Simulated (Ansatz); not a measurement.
# H, a database entry at a rescaled volume

```yaml
crystal:
  lattice:
    - [3.79590, 0.00000, 0.00000]
    - [-1.89795, 3.28735, 0.00000]
    - [0.00000, 0.00000, 6.18966]
  atoms:
    - { symbol: H, position: [0.33333, 0.66667, 0.12300] }
    - { symbol: H, position: [0.66667, 0.33333, 0.62300] }
    - { symbol: H, position: [0.33333, 0.66667, 0.37700] }
    - { symbol: H, position: [0.66667, 0.33333, 0.87700] }
```

Method: RPBE, no spin polarisation; PAW, plane waves to 420 eV, 8×8×4 Γ-centred mesh, fermi-dirac occupations (width 0.0463 eV) (Ansatz 0.2.0), atoms fixed.

**Contacts.** H–H at 1.57 Å: least valence density 0.35 e/Å³ and ELF 1.00 there. These are pseudo-fields; inside the PAW spheres they differ from the all-electron ones.
**Electronic structure.** The gap is 1.78 eV, indirect (the least direct gap found is 1.80 eV). A semilocal functional usually gives too small a gap.
**Stress.** The pressure is -8.2 GPa (compression positive), so with the atoms held at these fractions the cell would first shrink; the forces are large, so a full relaxation may end otherwise. The principal stresses -24.7, 0.1, 0.1 GPa differ, so its shape would change too.
**Forces.** The largest is on H2 (and as large on other atoms): 3.68 eV/Å, components (0.00, 0.00, 3.68). It makes 0° with the line to a nearest neighbour, H4 at 1.57 Å, pointing towards it.
**Band edges.** Within 0.7 eV of the edges, the states project mainly on H s (100 %) below the gap and on H s (99 %) above it.

Origin: a database entry at a rescaled volume. Caveats: forces this large suggest misplaced atoms in the database entry; atoms or cell far from equilibrium; forces of this functional can be a tenth off on these datasets.
